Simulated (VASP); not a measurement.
# W (I4_1/amd) in VASP: a series of runs

The runs below take W through single point, relaxation of cell and atoms, with r2SCAN.

Everything below comes from runs of VASP 6.6.1. Logs are shortened: lines on timing, memory, paths and dates and some standing lists are left out, and cuts for length are marked.

### 1 The crystal as given

Symmetry: I4_1/amd, No. 141, tetragonal system. Conventional cell: a = 5.078 Å, b = 5.078 Å, c = 2.692 Å, α = 90.00°, β = 90.00°, γ = 90.00°. W (site symmetry -4m2) is surrounded by 6 W at 2.63 to 2.69 Å.

The cell was built by a generator and needn't be a form met in nature.

### 2 Single point, r2SCAN

POSCAR

```
W
1.0
   -2.5388460458      2.5388460458      1.3461453176
    2.5388460458     -2.5388460458      1.3461453176
    2.5388460458      2.5388460458     -1.3461453176
W
2
Direct
    0.0000000000      0.0000000000      0.0000000000
    0.7500000000      0.2500000000      0.5000000000
```

INCAR.step1

```
SYSTEM = W
PREC = Accurate
ENCUT = 520
ISMEAR = 0
SIGMA = 0.1
LREAL = .FALSE.
LASPH = .TRUE.
NELM = 80
NBANDS = 21
GGA = PE
ALGO = Normal
EDIFF = 1E-4
LWAVE = .TRUE.
LCHARG = .FALSE.
```

INCAR.step2

```
SYSTEM = W
PREC = Accurate
ENCUT = 520
EDIFF = 1E-7
ISMEAR = 0
SIGMA = 0.1
LREAL = .FALSE.
LASPH = .TRUE.
NELM = 80
ALGO = Normal
ISIF = 2
LWAVE = .FALSE.
LCHARG = .FALSE.
METAGGA = R2SCAN
LMIXTAU = .TRUE.
NBANDS = 21
ISTART = 1
```

KPOINTS

```
regular mesh
0
G
  8 8 8
  0 0 0
```

Potentials or basis: VASP PAW PBE potentials, release 64 (W_sv).

Run with:

```
> cat potpaw_PBE.64/W_sv/POTCAR > POTCAR
> cp INCAR.step1 INCAR
> mpirun -np 1 vasp_std > vasp.out
> cp INCAR.step2 INCAR
> mpirun -np 1 vasp_std > vasp.out
```

OUTCAR:

```text
SYSTEM = W
   PREC = Accurate
   ENCUT = 520
   EDIFF = 1E-7
   ISMEAR = 0
   LREAL = .FALSE.
   LASPH = .TRUE.
   NELM = 80
   ISIF = 2
   METAGGA = R2SCAN
   ISTART = 1

 ion  position               nearest neighbor table
   1  0.000  0.000  0.000-   2 2.63   2 2.63   2 2.63   2 2.63   2 3.24   2 3.24   2 3.24   2 3.24

   2  0.750  0.250  0.500-   1 2.63   1 2.63   1 2.63   1 2.63   1 3.24   1 3.24   1 3.24   1 3.24

  LATTYP: Found a body centered tetragonal cell.
 ALAT       =     5.0776920916
 C/A-ratio  =     0.5302193569

  Lattice vectors:

 A1 = (  -2.5388460458,   2.5388460458,   1.3461453176)
 A2 = (   2.5388460458,  -2.5388460458,   1.3461453176)
 A3 = (   2.5388460458,   2.5388460458,  -1.3461453176)

Analysis of symmetry for initial positions (statically):
=====================================================================
 Subroutine PRICEL returns:
 Original cell was already a primitive cell.

 Routine SETGRP: Setting up the symmetry group for a
 body centered tetragonal supercell.

 Subroutine GETGRP returns: Found 16 space group operations
 (whereof  8 operations were pure point group operations)
 out of a pool of 16 trial point group operations.

The static configuration has the point symmetry D_2d.
 The point group associated with its full space group is D_4h.

Analysis of symmetry for dynamics (positions and initial velocities):
=====================================================================
 Subroutine PRICEL returns:
 Original cell was already a primitive cell.

 Routine SETGRP: Setting up the symmetry group for a
 body centered tetragonal supercell.

 Subroutine GETGRP returns: Found 16 space group operations
 (whereof  8 operations were pure point group operations)
 out of a pool of 16 trial point group operations.

The dynamic configuration has the point symmetry D_2d.
 The point group associated with its full space group is D_4h.

 Subroutine INISYM returns: Found 16 space group operations
 (whereof  8 operations are pure point group operations),
 and found     1 'primitive' translations

----------------------------------------------------------------------------------------

                                     Primitive cell

  volume of cell :      34.7076

  direct lattice vectors                    reciprocal lattice vectors
    -2.538846046  2.538846046  1.346145318     0.000000000  0.196939866  0.371430925
     2.538846046 -2.538846046  1.346145318     0.196939866  0.000000000  0.371430925
     2.538846046  2.538846046 -1.346145318     0.196939866  0.196939866  0.000000000

  length of vectors
     3.834525486  3.834525486  3.834525486     0.420411991  0.420411991  0.278515029

  position of ions in fractional coordinates (direct lattice)
     0.000000000  0.000000000  0.000000000
     0.750000000  0.250000000  0.500000000

  ion indices of the primitive-cell ions
   primitive index   ion index
                 1           1
                 2           2

----------------------------------------------------------------------------------------

 KPOINTS: regular mesh

Automatic generation of k-mesh.
 Grid dimensions read from file:
 generate k-points for:    8    8    8

 Generating k-lattice:

  Cartesian coordinates                     Fractional coordinates (reciprocal lattice)
     0.000000000  0.024617483  0.046428866     0.125000000 -0.000000000  0.000000000
     0.024617483  0.000000000  0.046428866    -0.000000000  0.125000000  0.000000000
     0.024617483  0.024617483  0.000000000     0.000000000  0.000000000  0.125000000

  Length of vectors
     0.052551499  0.052551499  0.034814379

  Shift w.r.t. Gamma in fractional coordinates (k-lattice)
     0.000000000  0.000000000  0.000000000

 Subroutine IBZKPT returns following result:
 ===========================================

 Found     59 irreducible k-points:

 Following reciprocal coordinates:
            Coordinates               Weight
  0.000000  0.000000  0.000000      1.000000
  0.125000 -0.000000  0.000000      8.000000
  0.250000 -0.000000  0.000000      8.000000
  0.375000  0.000000 -0.000000      8.000000
  0.500000 -0.000000  0.000000      4.000000
  0.125000  0.125000  0.000000      8.000000
[... 16 lines left out ...]
  0.250000  0.125000  0.125000     16.000000
  0.375000  0.125000  0.125000      8.000000
 [... further k-points ...]
   k-points           NKPTS =     59   k-points in BZ     NKDIM =     59   number of bands    NBANDS=     21
   number of dos      NEDOS =    301   number of ions     NIONS =      2
   total plane-waves  NPLWV =  27000
   dimension x,y,z NGX =    30 NGY =   30 NGZ =   30
   dimension x,y,z NGXF=    60 NGYF=   60 NGZF=   60
   ions per type =               2
   NGX,Y,Z   is equivalent  to a cutoff of  13.01, 13.01, 13.01 a.u.
   NGXF,Y,Z  is equivalent  to a cutoff of  26.01, 26.01, 26.01 a.u.
 SYSTEM =  W
   PREC   = accura    normal or accurate (medium, high low for compatibility)
   ISTART =      1    job   : 0-new  1-cont  2-samecut
   ICHARG =      0    charge: 1-file 2-atom 10-const
   ISPIN  =      1    spin polarized calculation?
   LNONCOLLINEAR =      F non collinear calculations
   LSORBIT =      F    spin-orbit coupling
   LASPH  =      T    aspherical Exc in radial PAW
   ENCUT  =  520.0 eV  38.22 Ry    6.18 a.u.   7.13  7.13  7.13*2*pi/ulx,y,z
   NELM   =     80;   NELMIN=  2; NELMDL=  0     # of ELM steps
   EDIFF  = 0.1E-06   stopping-criterion for ELM
   LREAL  =      F    real-space projection
   EDIFFG = 0.1E-05   stopping-criterion for IOM
   NSW    =      0    number of steps for IOM
   IBRION =     -1    ionic relax: 0-MD 1-quasi-New 2-CG
   NFREE  =      0    steps in history (QN), initial steepest desc. (CG)
   ISIF   =      2    stress and relaxation
   ISYM   =      2    0-nonsym 1-usesym 2-fastsym
   POTIM  = 0.5000    time-step for ionic-motion
   TEBEG  =    0.0;   TEEND  =   0.0 temperature during run
   PSTRESS=    0.0 pullay stress
   NELECT =      28.0000    total number of electrons
   NUPDOWN=      -1.0000    fix difference up-down
   EMIN   =  10.00;   EMAX   =-10.00  energy-range for DOS
   EFERMI =   0.00;   METHOD = LEGACY
   ISMEAR =     0;   SIGMA  =   0.10  broadening in eV -4-tet -1-fermi 0-gaus
   EFERMI_NEDOS =   21; number of points for ismear=-14 and -15
   IALGO  =     38    algorithm
   IMIX   =      4    mixing-type and parameters
     AMIX     =   0.40;   BMIX     =  1.00
     AMIX_MAG =   1.60;   BMIX_MAG =  1.00
  volume/ion in A,a.u.               =      17.35       117.11
  Fermi-wavevector in a.u.,A,eV,Ry     =   1.524003  2.879949 31.600708  2.322587
  Thomas-Fermi vector in A             =   2.632370
   LORBIT       =      0    0 simple, 1 ext, 2 COOP (PROOUT), +10 PAW based schemes
   METAGGA = R2SCAN    functional components
   LHFCALC =     F    Hartree Fock is set to
   AEXX    =    0.0000 exact exchange contribution
   IVDW    =     0    specifies the selected vdW correction
   LEPSILON=     F    determine dielectric tensor
   LRPA    =     F    only Hartree local field effects (RPA)
 non-spin polarized calculation
 Gauss-broadening in eV      SIGMA  =   0.10
  energy-cutoff  :      520.00
  volume of cell :       34.71
 maximum number of plane-waves:       949
 NGX is ok and might be reduce to    30
   NGX = 15   NGY = 15   NGZ = 15

 number of electron      27.9999995 magnetization

 Free energy of the ion-electron system (eV)
  ---------------------------------------------------
  ext. energy  EPLUGINS =         0.00000000
  ---------------------------------------------------
  free energy    TOTEN  =      -100.25924126 eV

  energy without entropy =     -100.24948254  energy(sigma->0) =     -100.25436190

 E-fermi :  10.0141     XC(G=0): -14.2323

 val. band max:       10.0101226679   @ k =   0.3750   0.2500   0.0000
 cond. band min:      10.0402954341   @ k =  -0.3750  -0.3750   0.3750
 fundamental gap:      0.0301727663
 Fermi energy:        10.0141182608

 k-point     1 :       0.0000    0.0000    0.0000
  band No.  band energies     occupation
      1     -65.9622      2.00000
      2     -65.7277      2.00000
      3     -30.0587      2.00000
      4     -30.0587      2.00000
      5     -28.8802      2.00000
      6     -28.8802      2.00000
[... 13 lines left out ...]
     20      15.5860      0.00000
     21      16.7422      0.00000

 k-point     2 :       0.1250   -0.0000    0.0000
  band No.  band energies     occupation
      1     -65.9426      2.00000
      2     -65.7233      2.00000
      3     -30.0419      2.00000
      4     -29.9920      2.00000
      5     -29.0640      2.00000
      6     -29.0330      2.00000
[... 13 lines left out ...]
     20      17.4028      0.00000
     21      18.1822      0.00000

 k-point     3 :       0.2500   -0.0000    0.0000
  band No.  band energies     occupation
      1     -65.8932      2.00000
      2     -65.7142      2.00000
      3     -30.0007      2.00000
      4     -29.8508      2.00000
      5     -29.4767      2.00000
      6     -29.3875      2.00000
[... 13 lines left out ...]
     20      19.2563      0.00000
     21      19.9004      0.00000

 k-point     4 :       0.3750    0.0000   -0.0000
  band No.  band energies     occupation
      1     -65.8391      2.00000
      2     -65.7096      2.00000
      3     -29.9601      2.00000
      4     -29.9582      2.00000
      5     -29.8323      2.00000
      6     -29.4750      2.00000
[... 13 lines left out ...]
     20      18.7147      0.00000
     21      20.2091      0.00000

 k-point     5 :       0.5000   -0.0000    0.0000
  band No.  band energies     occupation
      1     -65.8138      2.00000
      2     -65.7105      2.00000
      3     -30.1036      2.00000
      4     -29.9693      2.00000
      5     -29.9403      2.00000
      6     -29.3599      2.00000
[... 13 lines left out ...]
     20      18.4644      0.00000
     21      19.7662      0.00000

 k-point     6 :       0.1250    0.1250    0.0000
  band No.  band energies     occupation
      1     -65.9005      2.00000
      2     -65.7070      2.00000
      3     -29.9552      2.00000
      4     -29.9452      2.00000
      5     -29.4465      2.00000
      6     -29.4153      2.00000
[... 13 lines left out ...]
     20      19.2004      0.00000
     21      20.8553      0.00000

 k-point     7 :       0.2500    0.1250    0.0000
  band No.  band energies     occupation
      1     -65.8485      2.00000
      2     -65.7003      2.00000
      3     -30.0038      2.00000
      4     -29.8950      2.00000
      5     -29.7837      2.00000
      6     -29.6456      2.00000
[... 13 lines left out ...]
     20      19.0132      0.00000
     21      20.8374      0.00000
[... 291 lines left out ...]
      1     -65.8895      2.00000
      2     -65.7999      2.00000
      3     -29.7488      2.00000
      4     -29.7484      2.00000
      5     -29.3365      2.00000
      6     -29.3009      2.00000
[... 13 lines left out ...]
     20      13.7615      0.00000
     21      22.5445      0.00000

 k-point    21 :       0.5000    0.5000    0.0000
  band No.  band energies     occupation
      1     -65.8447      2.00000
      2     -65.8447      2.00000
      3     -29.5475      2.00000
      4     -29.5475      2.00000
      5     -29.5343      2.00000
      6     -29.5343      2.00000
[... 13 lines left out ...]
     20      13.8374      0.00000
     21      23.0084      0.00000

 k-point    22 :       0.1250    0.1250    0.1250
  band No.  band energies     occupation
      1     -65.8777      2.00000
      2     -65.7297      2.00000
      3     -29.8899      2.00000
      4     -29.8505      2.00000
      5     -29.4621      2.00000
      6     -29.4052      2.00000
[... 13 lines left out ...]
     20      17.0742      0.00000
     21      21.7541      0.00000

 k-point    23 :       0.2500    0.1250    0.1250
  band No.  band energies     occupation
      1     -65.8245      2.00000
      2     -65.7243      2.00000
      3     -30.0230      2.00000
      4     -29.8862      2.00000
      5     -29.7114      2.00000
      6     -29.4767      2.00000
[... 13 lines left out ...]
     20      17.0290      0.00000
     21      20.4785      0.00000

 k-point    24 :       0.3750    0.1250    0.1250
  band No.  band energies     occupation
      1     -65.7988      2.00000
      2     -65.7257      2.00000
      3     -30.1444      2.00000
      4     -30.0119      2.00000
      5     -29.7242      2.00000
      6     -29.3358      2.00000
[... 13 lines left out ...]
     20      18.0420      0.00000
     21      18.8085      0.00000

 [... further k-points ...]

------------------------ aborting loop because EDIFF is reached ----------------------------------------

  FORCE on cell =-STRESS in cart. coord.  units (eV):
  Direction    XX          YY          ZZ          XY          YZ          ZX
  --------------------------------------------------------------------------------------
  -------------------------------------------------------------------------------------
  Total        0.2951915      0.2951915      0.2314517      0.0000000      0.0000000      0.0000000
  in kB       13.6266686     13.6266686     10.6843057      0.0000000      0.0000000      0.0000000
  external PRESSURE =      12.6458810 kB  Pullay stress =       0.0000000 kB

 VOLUME and BASIS-vectors are now :
 -----------------------------------------------------------------------------
  energy-cutoff  :      520.00
  volume of cell :       34.71
      direct lattice vectors                 reciprocal lattice vectors
    -2.538846046  2.538846046  1.346145318     0.000000000  0.196939866  0.371430925
     2.538846046 -2.538846046  1.346145318     0.196939866  0.000000000  0.371430925
     2.538846046  2.538846046 -1.346145318     0.196939866  0.196939866  0.000000000

 POSITION                                       TOTAL-FORCE (eV/Angst)
 -----------------------------------------------------------------------------------
      0.00000      0.00000      0.00000         0.000000      0.000000     -0.000000
     -0.00000      2.53885      0.67307        -0.000000     -0.000000      0.000000
 -----------------------------------------------------------------------------------
    total drift:                                0.000000     -0.000000      0.000000

  FREE ENERGIE OF THE ION-ELECTRON SYSTEM (eV)
  ---------------------------------------------------
  free  energy   TOTEN  =      -100.2592412611 eV

  energy  without entropy=     -100.2494825412  energy(sigma->0) =     -100.25436190
```

Wall time 4.4 min (1 thread of AMD EPYC 7R43 (Zen 3), shared host); peak memory 0.14 GiB.

What came out:

- Free energy: -100.2592 eV
- Pressure: 1.3 GPa
- Band gap on the k mesh: none (metal or under the smearing width)

Stress tensor (GPa, compression positive):
```
1.36 0.00 0.00
0.00 1.36 0.00
0.00 0.00 1.07
```

Caveat: the PAW data sets were made with another functional, which shifts forces and pressure a little.

[end of part 1 of 3]
